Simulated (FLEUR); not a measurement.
# Bi (R-3m) in FLEUR: further runs, part 2 of 2

FLEUR MaX-R8.1 (later development tree). The steps go on from the part before.

### 4 Equation of state, LDA, 33.67 Å³/atom (volume scaled by 0.96)

The input, inp.xml:

```xml
<?xml version="1.0" encoding="UTF-8" standalone="no"?>
<fleurInput fleurInputVersion="0.39">
   <comment>
      Bi                                                                                                  
   </comment>
   <calculationSetup>
      <cutoffs Kmax="4.1" Gmax="12.7" GmaxXC="12.7" numbands="0"/>
      <scfLoop itmax="60" minDistance="0.00001" maxIterBroyd="15" imix="Anderson" alpha="0.05" precondParam="0.0" spinf="2.0" sdNocoIR="T"/>
      <coreElectrons ctail="T" frcor="F" kcrel="0" coretail_lmax="0"/>
      <xcFunctional name="vwn" relativisticCorrections="F"/>
      <magnetism jspins="1"/>
      <soc l_soc="F" theta="0.0" phi="0.0" spav="F"/>
      <expertModes spex="0" secvar="F"/>
      <geometryOptimization l_f="F" forcealpha="1.0" forcemix="BFGS" epsdisp="0.00001" epsforce="0.00001"/>
      <ldaU l_linMix="F" mixParam="0.05" spinf="1.0"/>
   </calculationSetup>
   <cell>
      <bzIntegration valenceElectrons="42.0" mode="hist" fermiSmearingEnergy="0.00183747">
         <kPointListSelection listName="default-1"/>
         <!-- k-points included here -->
         <xi:include xmlns:xi="http://www.w3.org/2001/XInclude" href="kpts.xml"> </xi:include>
      </bzIntegration>
      <!-- symmetry operations included here -->
      <xi:include xmlns:xi="http://www.w3.org/2001/XInclude" href="sym.xml"> </xi:include>
      <bulkLattice scale="0.9864848297">
         <bravaisMatrix>
            <row-1>    4.2849539875304998     2.4739193381895603     7.4417414786747997</row-1>
            <row-2>   -4.2849539875304998     2.4739193381895603     7.4417414786747997</row-2>
            <row-3>    0.0000000000000000    -4.9478386763791207     7.4417414786747997</row-3>
         </bravaisMatrix>
      </bulkLattice>
   </cell>
   <atomSpecies>
      <species name="Bismuth (Bi)" element="Bi" atomicNumber="83">
         <mtSphere radius="2.6" gridPoints="879" logIncrement="0.015"/>
         <atomicCutoffs lmax="10" lnonsphr="10"/>
         <electronConfig flipSpins="F">
            <coreConfig>(1s1/2) (2s1/2) (2p1/2) (2p3/2) (3s1/2) (3p1/2) (3p3/2) (4s1/2) (3d3/2) (3d5/2) (4p1/2) (4p3/2) (5s1/2) (4d3/2) (4d5/2) (4f5/2) (4f7/2)</coreConfig>
            <valenceConfig>(5p1/2) (5p3/2) (6s1/2) (5d3/2) (5d5/2) (6p1/2) (6p3/2)</valenceConfig>
            <stateOccupation state="(6p1/2)" spinUp="0.500000" spinDown="0.500000"/>
            <stateOccupation state="(6p3/2)" spinUp="1.000000" spinDown="1.000000"/>
         </electronConfig>
         <energyParameters s="6" p="6" d="5" f="5"/>
         <lo type="SCLO" l="1" n="5" eDeriv="0"/>
         <lo type="SCLO" l="1" n="5" eDeriv="1"/>
         <lo type="SCLO" l="0" n="6" eDeriv="2"/>
         <lo type="SCLO" l="2" n="5" eDeriv="2"/>
         <lo type="SCLO" l="3" n="5" eDeriv="2"/>
      </species>
   </atomSpecies>
   <atomGroups>
      <atomGroup species="Bismuth (Bi)">
         <relPos label="                   1">-.2340000000 -.2340000000 -.2340000000</relPos>
         <relPos label="                   2">.2340000000 .2340000000 .2340000000</relPos>
         <force calculate="T" relaxXYZ="TTT"/>
      </atomGroup>
   </atomGroups>
   <output dos="F" band="F" slice="F">
      <checks vchk="F" cdinf="F"/>
      <bandDOS minEnergy="-.5*Htr" maxEnergy="0.5*Htr" sigma="0.015" storeEVData="T"/>
      <vacuumDOS vacdos="F" integ="F" star="F" nstars="0" locx1="0.0" locy1="0.0" locx2="0.0" locy2="0.0" nstm="0" tworkf="0.0"/>
      <unfoldingBand unfoldBand="F" supercellX="1" supercellY="1" supercellZ="1"/>
      <plotting iplot="0" polar="F">
         <plot TwoD="T" vec1="  1.0  0.0  0.0" vec2="  0.0  1.0  0.0" vec3="  0.0  0.0  1.0" zero="  0.0  0.0  0.0" file="plot"/>
      </plotting>
      <chargeDensitySlicing numkpt="0" minEigenval="0.0" maxEigenval="0.0" nnne="0" pallst="F"/>
      <specialOutput eonly="F"/>
      <moessbauerParams electricFieldGradient="T" isomerShift="T" coreHyperfine="T" valenceHyperfine="T"/>
      <magneticCircularDichroism mcd="F" energyLo="-10.0" energyUp="0.0"/>
   </output>
  <!-- We include the file relax.xml here to enable relaxations (see documentation) -->
  <xi:include xmlns:xi="http://www.w3.org/2001/XInclude" href="relax.xml"> <xi:fallback/> </xi:include>
</fleurInput>
```

On the command line:

```console
inpgen -f crystal.txt -profile fastHighL
# inp.xml edited to the form shown
fleur_MPI
```

Run time: 2.3 min. Hardware: 1 thread of Intel Xeon at 2.50GHz (Skylake/Cascade Lake), shared host; peak memory 0.09 GiB.

The run converged. Its results:

| Item | Value |
| --- | --- |
| Free energy | -1173879.9178 eV |
| Band gap on the k mesh | 0.29 eV, indirect (least direct gap 0.55 eV) |
| Valence electrons inside the program's atomic spheres | Bi 18.74 (radii Bi 2.6 bohr) |

Caveat: spin-orbit coupling is left out, which as a rule narrows the gap of such compounds by several tenths of an eV; an odd mesh through Γ misses points on the zone boundary, where band edges often lie.

### 5 Equation of state, LDA, 35.07 Å³/atom

Changes to inp.xml since step 4:

```diff
@@ -24,3 +24,3 @@
       <xi:include xmlns:xi="http://www.w3.org/2001/XInclude" href="sym.xml"> </xi:include>
-      <bulkLattice scale="0.9864848297">
+      <bulkLattice scale="1.0000000000">
          <bravaisMatrix>
```

On the command line:

```console
inpgen -f crystal.txt -profile fastHighL
# inp.xml edited to the form shown
fleur_MPI
```

It took 2.5 min on 1 thread of Intel Xeon at 2.50GHz (Skylake/Cascade Lake), shared host; peak memory 0.09 GiB.

It converged, with:

```
Free energy                                           : -1173879.9080 eV
Band gap on the k mesh                                : 0.27 eV, indirect (least direct gap 0.52 eV)
Valence electrons inside the program's atomic spheres : Bi 18.72 (radii Bi 2.6 bohr)
```

Caveat: spin-orbit coupling is left out, which as a rule narrows the gap of such compounds by several tenths of an eV; an odd mesh through Γ misses points on the zone boundary, where band edges often lie.

### 6 Equation of state, LDA, 36.47 Å³/atom (volume scaled by 1.04)

Changes to inp.xml since step 5:

```diff
@@ -24,3 +24,3 @@
       <xi:include xmlns:xi="http://www.w3.org/2001/XInclude" href="sym.xml"> </xi:include>
-      <bulkLattice scale="1.0000000000">
+      <bulkLattice scale="1.0131594038">
          <bravaisMatrix>
```

Potentials or basis: all-electron, FLAPW.

On the command line:

```console
inpgen -f crystal.txt -profile fastHighL
# inp.xml edited to the form shown
fleur_MPI
```

Wall time 2.9 min (1 thread of Intel Xeon at 2.50GHz (Skylake/Cascade Lake), shared host); peak memory 0.09 GiB.

Results (log left out):

```yaml
Free_energy: -1173879.8658 eV
Band_gap_on_the_k_mesh: 0.25 eV, indirect (least direct gap 0.50 eV)
Valence_electrons_inside_the_program's_atomic_spheres: Bi 18.69 (radii Bi 2.6 bohr)
```

Caveat: spin-orbit coupling is left out, which as a rule narrows the gap of such compounds by several tenths of an eV; an odd mesh through Γ misses points on the zone boundary, where band edges often lie.

### 7 Equation of state, LDA, 37.17 Å³/atom (volume scaled by 1.06)

Changes to inp.xml since step 6:

```diff
@@ -24,3 +24,3 @@
       <xi:include xmlns:xi="http://www.w3.org/2001/XInclude" href="sym.xml"> </xi:include>
-      <bulkLattice scale="1.0131594038">
+      <bulkLattice scale="1.0196128224">
          <bravaisMatrix>
```

On the command line:

```console
inpgen -f crystal.txt -profile fastHighL
# inp.xml edited to the form shown
fleur_MPI
```

Wall time 3 min (1 thread of Intel Xeon at 2.50GHz (Skylake/Cascade Lake), shared host); peak memory 0.09 GiB.

It converged, with:

```yaml
Free_energy: -1173879.8348 eV
Band_gap_on_the_k_mesh: 0.24 eV, indirect (least direct gap 0.49 eV)
Valence_electrons_inside_the_program's_atomic_spheres: Bi 18.68 (radii Bi 2.6 bohr)
```

Caveat: spin-orbit coupling is left out, which as a rule narrows the gap of such compounds by several tenths of an eV; an odd mesh through Γ misses points on the zone boundary, where band edges often lie.

### 8 Equation of state, LDA

No new run: the results of the series are fitted here.

What came out:

```yaml
Equilibrium_volume: 33.98 Å³/atom
Bulk_modulus_at_fixed_shape_and_positions: 53 GPa
Pressure_derivative_of_the_bulk_modulus: "4.6 (rough: it moves with the points fitted)"
```

Energy against volume, from the lowest point:
```csv
volume (Å³/atom),energy (meV/atom)
32.965,4.87
33.667,0.00
35.070,4.94
36.472,26.00
37.174,41.53
```

Caveat: the cell was scaled at fixed shape and fractional positions, which overstates the stiffness of a crystal with free parameters, most of all of layers and chains; spin-orbit coupling is left out, which moves the levels of the heavy elements.
